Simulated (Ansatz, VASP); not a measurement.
Given: the input of a run of VASP 6.6.1 on Mg (Magnesium). 

INCAR

```
SYSTEM = Mg
PREC = Accurate ; ENCUT = 600
EDIFF = 1E-6 ; ISMEAR = -1
SIGMA = 0.05 ; LREAL = .FALSE.
LASPH = .TRUE. ; NELM = 100
ALGO = Normal ; ISIF = 3
LWAVE = .FALSE. ; LCHARG = .FALSE.
GGA = RP ; IBRION = 2
NSW = 60 ; EDIFFG = -0.01
```

Contents of KPOINTS:

```
regular mesh
0
G
  10 10 5
  0 0 0
```

Contents of POSCAR:

```
Mg
1.0
    3.2093000000      0.0000000000      0.0000000000
   -1.6046500000      2.7793353284      0.0000000000
    0.0000000000      0.0000000000      5.2103000000
Mg
2
Direct
    0.6666666667      0.3333333333      0.7500000000
    0.3333333333      0.6666666667      0.2500000000
```

Potentials or basis: VASP PAW PBE potentials, release 64 (Mg).

Run with:

```bash
$ cat potpaw_PBE.64/Mg/POTCAR > POTCAR
$ mpirun -np 1 vasp_std > vasp.out
```

**Question.** What does the same run look like in Ansatz 0.2.0? Potentials or basis there: all-electron LAPW, scalar-relativistic.

**Answer.** As run (cutoffs and basis follow the program's own potentials, and thresholds, step limits or extra output files can differ):

Contents of input.yaml:

```yaml
crystal:
  lattice:
    - [3.2093, 0.0, 0.0]
    - [-1.60465, 2.7793353284, 0.0]
    - [0.0, 0.0, 5.2103]
  atoms:
    - { symbol: Mg, position: [0.6666666667, 0.3333333333, 0.75] }
    - { symbol: Mg, position: [0.3333333333, 0.6666666667, 0.25] }
kpoints:
  mp_grid: { grid: [10, 10, 5] }
scf:
  occupations: { method: fermi_dirac, width: 0.05 }
hamiltonian:
  xc: rpbe
  pseudopotentials: { kind: all_electron, lapw: { basis_error: 0.001 } }
output:
  forces: true
  stress: true
relax:
  f_tol: 0.005
  max_steps: 60
  cell: {}
```

Potentials or basis: all-electron LAPW, scalar-relativistic.

Run with:

```sh
$ ansatz run input.yaml --threads 1 --pin off --max-ram 3072MiB --backend cpu --events-out ev --progress --plain --runs-dir out
```

Both were run:

|  | VASP | Ansatz |
| --- | --- | --- |
| Relaxed volume | 23.65 Å³/atom | 23.75 Å³/atom |
| Relaxed cell | a = 3.197 Å, b = 3.197 Å, c = 5.344 Å, α = 90.00°, β = 90.00°, γ = 120.00° | a = 3.201 Å, b = 3.201 Å, c = 5.352 Å, α = 90.00°, β = 90.00°, γ = 120.00° |
| Space group after relaxing | P6_3/mmc (No. 194) | P6_3/mmc (No. 194) |
| Pressure after relaxing | 0.0 GPa | 0.0 GPa |

VASP's potentials were made for PBE.

Where Ansatz's input types no cutoff or centring, it takes its own default and a Γ-centred mesh.

Pressure is positive in compression.
